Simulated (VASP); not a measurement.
# ZrN (Fm-3m) in VASP: further runs

Runs on ZrN. Level: PBE. Tasks: relaxation of cell and atoms.

All numbers are computed with VASP 6.6.1; they aren't measurements. Logs are shortened: lines on timing, memory, paths and dates and some standing lists are left out, and cuts for length are marked.

### Step 1. The structure

The structure is cubic, space group Fm-3m (No. 225). Conventional cell: a = 4.589 Å, b = 4.589 Å, c = 4.589 Å, α = 90.00°, β = 90.00°, γ = 90.00°. Zr (site symmetry m-3m) has 6 N at 2.29 Å as nearest neighbours. Around N (site symmetry m-3m) lie 6 Zr at 2.29 Å.

The cell is a database's computed one.

### Step 2. Relaxation of cell and atoms, PBE

INCAR reads:

```
SYSTEM = ZrN
ALGO = Fast
EDIFF = 1E-6
EDIFFG = -0.005
ENCUT = 600
GGA = PE
IBRION = 2
ISIF = 3
ISMEAR = 1
KPAR = 2
LASPH = .True.
LCHARG = .False.
LREAL = .False.
LWAVE = .False.
NELM = 120
NSW = 80
PREC = Accurate
SIGMA = 0.1
```

KPOINTS reads:

```
k-points
0
Gamma
  16 16 16
  0 0 0
```

POSCAR reads:

```
ZrN
1.0
    0.0000000000      2.2942656000      2.2942656000
    2.2942656000      0.0000000000      2.2942656000
    2.2942656000      2.2942656000      0.0000000000
Zr N
1 1
Direct
    0.5000000000      0.5000000000      0.5000000000
    0.0000000000      0.0000000000      0.0000000000
```

Potentials or basis: VASP PAW PBE potentials, release 64 (Zr_sv, N).

On the command line:

```console
$ cat potpaw_PBE.64/Zr_sv/POTCAR potpaw_PBE.64/N/POTCAR > POTCAR
$ mpirun -np 2 vasp_std > vasp.out
```

OUTCAR:

```text
SYSTEM = ZrN
   EDIFF = 1E-6
   EDIFFG = -0.005
   ENCUT = 600
   GGA = PE
   IBRION = 2
   ISIF = 3
   ISMEAR = 1
   LASPH = .True.
   LREAL = .False.
   NELM = 120
   NSW = 80
   PREC = Accurate

 ion  position               nearest neighbor table
   1  0.500  0.500  0.500-   2 2.29   2 2.29   2 2.29   2 2.29   2 2.29   2 2.29
   2  0.000  0.000  0.000-   1 2.29   1 2.29   1 2.29   1 2.29   1 2.29   1 2.29

  LATTYP: Found a face centered cubic cell.
 ALAT       =     4.5885312000

  Lattice vectors:

 A1 = (   0.0000000000,   2.2942656000,   2.2942656000)
 A2 = (   2.2942656000,   0.0000000000,   2.2942656000)
 A3 = (   2.2942656000,   2.2942656000,   0.0000000000)

Analysis of symmetry for initial positions (statically):
=====================================================================
 Subroutine PRICEL returns:
 Original cell was already a primitive cell.

 Routine SETGRP: Setting up the symmetry group for a
 face centered cubic supercell.

 Subroutine GETGRP returns: Found 48 space group operations
 (whereof 48 operations were pure point group operations)
 out of a pool of 48 trial point group operations.

The static configuration has the point symmetry O_h .

Analysis of symmetry for dynamics (positions and initial velocities):
=====================================================================
 Subroutine PRICEL returns:
 Original cell was already a primitive cell.

 Routine SETGRP: Setting up the symmetry group for a
 face centered cubic supercell.

 Subroutine GETGRP returns: Found 48 space group operations
 (whereof 48 operations were pure point group operations)
 out of a pool of 48 trial point group operations.

The dynamic configuration has the point symmetry O_h .

 Subroutine INISYM returns: Found 48 space group operations
 (whereof 48 operations are pure point group operations),
 and found     1 'primitive' translations

----------------------------------------------------------------------------------------

                                     Primitive cell

  volume of cell :      24.1524

  direct lattice vectors                    reciprocal lattice vectors
     0.000000000  2.294265600  2.294265600    -0.217934663  0.217934663  0.217934663
     2.294265600  0.000000000  2.294265600     0.217934663 -0.217934663  0.217934663
     2.294265600  2.294265600  0.000000000     0.217934663  0.217934663 -0.217934663

  length of vectors
     3.244581527  3.244581527  3.244581527     0.377473909  0.377473909  0.377473909

  position of ions in fractional coordinates (direct lattice)
     0.500000000  0.500000000  0.500000000
     0.000000000  0.000000000  0.000000000

  ion indices of the primitive-cell ions
   primitive index   ion index
                 1           1
                 2           2

----------------------------------------------------------------------------------------

 KPOINTS: k-points

Automatic generation of k-mesh.
 Grid dimensions read from file:
 generate k-points for:   16   16   16

 Generating k-lattice:

  Cartesian coordinates                     Fractional coordinates (reciprocal lattice)
    -0.013620916  0.013620916  0.013620916     0.062500000  0.000000000  0.000000000
     0.013620916 -0.013620916  0.013620916     0.000000000  0.062500000  0.000000000
     0.013620916  0.013620916 -0.013620916     0.000000000  0.000000000  0.062500000

  Length of vectors
     0.023592119  0.023592119  0.023592119

  Shift w.r.t. Gamma in fractional coordinates (k-lattice)
     0.000000000  0.000000000  0.000000000

 Subroutine IBZKPT returns following result:
 ===========================================

 Found    145 irreducible k-points:

 Following reciprocal coordinates:
            Coordinates               Weight
  0.000000  0.000000  0.000000      1.000000
  0.062500  0.000000  0.000000      8.000000
  0.125000  0.000000  0.000000      8.000000
  0.187500  0.000000  0.000000      8.000000
  0.250000  0.000000  0.000000      8.000000
  0.312500  0.000000  0.000000      8.000000
[... 16 lines left out ...]
 -0.125000  0.062500  0.000000     24.000000
 -0.062500  0.062500  0.000000     12.000000
 [... further k-points ...]
   k-points           NKPTS =    145   k-points in BZ     NKDIM =    145   number of bands    NBANDS=     12
   number of dos      NEDOS =    301   number of ions     NIONS =      2
   total plane-waves  NPLWV =  21952
   dimension x,y,z NGX =    28 NGY =   28 NGZ =   28
   dimension x,y,z NGXF=    56 NGYF=   56 NGZF=   56
   ions per type =               1   1
   NGX,Y,Z   is equivalent  to a cutoff of  14.35, 14.35, 14.35 a.u.
   NGXF,Y,Z  is equivalent  to a cutoff of  28.69, 28.69, 28.69 a.u.
 SYSTEM =  ZrN
   PREC   = accura    normal or accurate (medium, high low for compatibility)
   ISTART =      0    job   : 0-new  1-cont  2-samecut
   ICHARG =      2    charge: 1-file 2-atom 10-const
   ISPIN  =      1    spin polarized calculation?
   LNONCOLLINEAR =      F non collinear calculations
   LSORBIT =      F    spin-orbit coupling
   LASPH  =      T    aspherical Exc in radial PAW
   ENCUT  =  600.0 eV  44.10 Ry    6.64 a.u.   6.48  6.48  6.48*2*pi/ulx,y,z
   NELM   =    120;   NELMIN=  2; NELMDL= -5     # of ELM steps
   EDIFF  = 0.1E-05   stopping-criterion for ELM
   LREAL  =      F    real-space projection
   EDIFFG = -.5E-02   stopping-criterion for IOM
   NSW    =     80    number of steps for IOM
   IBRION =      2    ionic relax: 0-MD 1-quasi-New 2-CG
   NFREE  =      1    steps in history (QN), initial steepest desc. (CG)
   ISIF   =      3    stress and relaxation
   ISYM   =      2    0-nonsym 1-usesym 2-fastsym
   POTIM  = 0.5000    time-step for ionic-motion
   TEBEG  =    0.0;   TEEND  =   0.0 temperature during run
   PSTRESS=    0.0 pullay stress
   NELECT =      17.0000    total number of electrons
   NUPDOWN=      -1.0000    fix difference up-down
   EMIN   =  10.00;   EMAX   =-10.00  energy-range for DOS
   EFERMI =   0.00;   METHOD = LEGACY
   ISMEAR =     1;   SIGMA  =   0.10  broadening in eV -4-tet -1-fermi 0-gaus
   EFERMI_NEDOS =   21; number of points for ismear=-14 and -15
   IALGO  =     68    algorithm
   IMIX   =      4    mixing-type and parameters
     AMIX     =   0.40;   BMIX     =  1.00
     AMIX_MAG =   1.60;   BMIX_MAG =  1.00
  volume/ion in A,a.u.               =      12.08        81.49
  Fermi-wavevector in a.u.,A,eV,Ry     =   1.456255  2.751923 28.853587  2.120679
  Thomas-Fermi vector in A             =   2.573195
   LORBIT       =      0    0 simple, 1 ext, 2 COOP (PROOUT), +10 PAW based schemes
   GGA     = PE    functional components
   LHFCALC =     F    Hartree Fock is set to
   AEXX    =    0.0000 exact exchange contribution
   IVDW    =     0    specifies the selected vdW correction
   LEPSILON=     F    determine dielectric tensor
   LRPA    =     F    only Hartree local field effects (RPA)
 conjugate gradient relaxation of ions
 non-spin polarized calculation
 RMM-DIIS sequential band-by-band and
 Methfessel and Paxton  Order N= 1 SIGMA  =   0.10
  energy-cutoff  :      600.00
  volume of cell :       24.15
 maximum number of plane-waves:       825
 NGX is ok and might be reduce to    28
   NGX = 13   NGY = 13   NGZ = 13

--------------------------------------- Ionic step        1  -------------------------------------------

 number of electron      17.0000000 magnetization

 Free energy of the ion-electron system (eV)
  ---------------------------------------------------
  ext. energy  EPLUGINS =         0.00000000
  ---------------------------------------------------
  free energy    TOTEN  =       -20.37226581 eV

  energy without entropy =      -20.37166058  energy(sigma->0) =      -20.37206407

------------------------ aborting loop because EDIFF is reached ----------------------------------------

  FORCE on cell =-STRESS in cart. coord.  units (eV):
  Direction    XX          YY          ZZ          XY          YZ          ZX
  --------------------------------------------------------------------------------------
  -------------------------------------------------------------------------------------
  Total        0.1729910      0.1729910      0.1729910      0.0000000      0.0000000     -0.0000000
  in kB       11.4755378     11.4755378     11.4755378      0.0000000      0.0000000     -0.0000000
  external PRESSURE =      11.4755378 kB  Pullay stress =       0.0000000 kB
[... 57 lines left out ...]
  energy  without entropy=      -20.3708618990  energy(sigma->0) =      -20.37126446

--------------------------------------- Ionic step        3  -------------------------------------------

 number of electron      17.0000000 magnetization

 Free energy of the ion-electron system (eV)
  ---------------------------------------------------
  ext. energy  EPLUGINS =         0.00000000
  ---------------------------------------------------
  free energy    TOTEN  =       -20.37265418 eV

  energy without entropy =      -20.37204962  energy(sigma->0) =      -20.37245266

 E-fermi :  11.8781     XC(G=0): -12.4686

 val. band max:       11.8741581890   @ k =   0.4375   0.1875   0.0625
 cond. band min:      11.8882124886   @ k =  -0.1250   0.0625   0.0000
 fundamental gap:      0.0140542996
 Fermi energy:        11.8780503586

 k-point     1 :       0.0000    0.0000    0.0000
  band No.  band energies     occupation
      1     -37.7293      2.00000
      2     -15.3573      2.00000
      3     -15.3573      2.00000
      4     -15.3573      2.00000
      5      -4.3615      2.00000
      6       9.2353      2.00000
      7       9.2353      2.00000
      8       9.2353      2.00000
      9      11.4848      2.00000
     10      11.4848      2.00000
     11      11.4848      2.00000
     12      14.6981      0.00000
[... 331 lines left out ...]
 k-point    24 :      -0.0625    0.0625    0.0000
  band No.  band energies     occupation
      1     -37.7159      2.00000
      2     -15.4721      2.00000
      3     -15.3847      2.00000
      4     -15.3587      2.00000
      5      -4.1582      2.00000
      6       8.3474      2.00000
      7       8.5790      2.00000
      8       8.9070      2.00000
      9      11.6357      2.00324
     10      11.6671      2.01103
     11      12.0492     -0.03613
     12      13.7791     -0.00000

 [... further k-points ...]

------------------------ aborting loop because EDIFF is reached ----------------------------------------

  FORCE on cell =-STRESS in cart. coord.  units (eV):
  Direction    XX          YY          ZZ          XY          YZ          ZX
  --------------------------------------------------------------------------------------
  -------------------------------------------------------------------------------------
  Total        0.0010902      0.0010902      0.0010902      0.0000000     -0.0000000      0.0000000
  in kB        0.0720039      0.0720039      0.0720039      0.0000000     -0.0000000      0.0000000
  external PRESSURE =       0.0720039 kB  Pullay stress =       0.0000000 kB
[... 17 lines left out ...]
  FREE ENERGIE OF THE ION-ELECTRON SYSTEM (eV)
  ---------------------------------------------------
  free  energy   TOTEN  =       -20.3726541765 eV

  energy  without entropy=      -20.3720496245  energy(sigma->0) =      -20.37245266

 reached required accuracy - stopping structural energy minimisation
```

Wall time 59 s (2 MPI ranks of Intel Xeon Platinum 8488C (Sapphire Rapids), shared host); peak memory 0.19 GiB.

Results:

| Item | Value |
| --- | --- |
| Free energy | -20.3727 eV |
| Relaxed volume | 12.13 Å³/atom |
| Relaxed cell | a = 3.249 Å, b = 3.249 Å, c = 3.249 Å, α = 60.00°, β = 60.00°, γ = 60.00° |
| Space group after relaxing (to 0.05 Å) | Fm-3m (No. 225) |
| Energy gained by relaxing | 0.2 meV/atom |
| Ionic steps | 3 |
| Pressure after relaxing | 0.0 GPa |
| Band gap on the k mesh | none (metal or under the smearing width) |

Step by step:
| step | energy change (eV) | largest force (eV/Å) | pressure (GPa) | volume (Å³) |
| --- | --- | --- | --- | --- |
| 1 | 0.0000 | 0.0000 | 1.15 | 24.15 |
| 2 | 0.0008 | 0.0000 | -1.85 | 24.46 |
| 3 | -0.0004 | 0.0000 | 0.01 | 24.26 |

Final structure:
```
CELL_PARAMETERS angstrom
0.00000 2.29764 2.29764
2.29764 0.00000 2.29764
2.29764 2.29764 0.00000
ATOMIC_POSITIONS crystal
Zr 0.50000 0.50000 0.50000
N 0.00000 0.00000 0.00000
```

### Step 3. Relaxation of cell and atoms, PBE

This run uses another cell than the first one, of 12.13 Å³/atom, 1.004 times its volume.

INCAR is that of step 2.

KPOINTS is that of step 2.

POSCAR reads:

```
ZrN                                     
1.0
    0.0000000000      2.2976369014      2.2976369014
    2.2976369014      0.0000000000      2.2976369014
    2.2976369014      2.2976369014     -0.0000000000
  Zr              N             
     1     1
Direct
     0.5000000000000000    0.5000000000000000    0.5000000000000000
     0.0000000000000000    0.0000000000000000    0.0000000000000000
```

Potentials or basis: VASP PAW PBE potentials, release 64 (Zr_sv, N).

On the command line:

```console
$ cat potpaw_PBE.64/Zr_sv/POTCAR potpaw_PBE.64/N/POTCAR > POTCAR
$ mpirun -np 2 vasp_std > vasp.out
```

Wall time 32 s (2 MPI ranks of Intel Xeon Platinum 8488C (Sapphire Rapids), shared host); peak memory 0.18 GiB.

Results (log left out):

* Free energy: -20.3728 eV
* Pressure after relaxing: 0.0 GPa
* Band gap on the k mesh: none (metal or under the smearing width)

Final structure:
```yaml
crystal:
  lattice:
    - [0.00000, 2.29764, 2.29764]
    - [2.29764, 0.00000, 2.29764]
    - [2.29764, 2.29764, 0.00000]
  atoms:
    - { symbol: Zr, position: [0.50000, 0.50000, 0.50000] }
    - { symbol: N, position: [0.00000, 0.00000, 0.00000] }
```

Levels at points of the mesh, in eV from the Fermi level:
```tsv
k point	band 6	band 7	band 8	band 9	band 10	band 11	band 12
(0.00, 0.00, 0.00)	-2.64	-2.64	-2.64	-0.39	-0.39	-0.39	2.82
(0.50, 0.00, 0.00)	-7.62	-5.65	-5.65	3.06	3.06	3.08	4.72
(0.50, 0.50, 0.00)	-4.56	-3.45	-3.15	-3.15	3.34	4.49	4.90
```

Caveat: the relaxation stopped at its first step, so nothing moved.
